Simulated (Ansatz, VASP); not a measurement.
## One calculation of LiF, two programs

```
Li F
1.0
     3.06094    0.00000    0.00000
    -1.53047    2.65085    0.00000
     0.00000    0.00000    4.80732
Li F
2 2
Direct
  0.35164 0.61665 0.38115
  0.68497 0.28332 0.88115
  0.33333 0.66667 0.99384
  0.66667 0.33333 0.49384
```

Change from the starting cell: all Li atoms moved +0.188 Å, as atom 1 along Cartesian [1 -1 0].

Alike in both runs: task single point; functional LDA; k mesh 9 × 9 × 6; occupations gaussian, width 0.05 eV; no spin polarisation.

```csv
,VASP,Ansatz
version,VASP 6.6.1,Ansatz 0.2.0
potentials or method,"VASP PAW LDA potentials, release 64 (Li_sv, F)","scalar-relativistic, plane waves, PAW"
plane-wave cutoff (eV),520,420
valence electrons in the cell,20,20
```

|  | VASP | Ansatz | Ansatz less VASP |
| --- | --- | --- | --- |
| gap on the k mesh at the Fermi level (eV) | 7.50 | 7.51 | +0.017 |
| least direct gap on the mesh (eV) | 7.50 | 7.51 | +0.017 |
| rms of the force components (eV/Å) | 0.505 | 0.497 | -0.0080 |

Atom by atom the forces differ by 0.008 eV/Å (rms over components).

Caveats: an odd mesh through Γ misses points on the zone boundary, where band edges often lie; forces of over 1 eV/Å show positions far from the minimum, so gaps and moduli don't describe the material at rest.
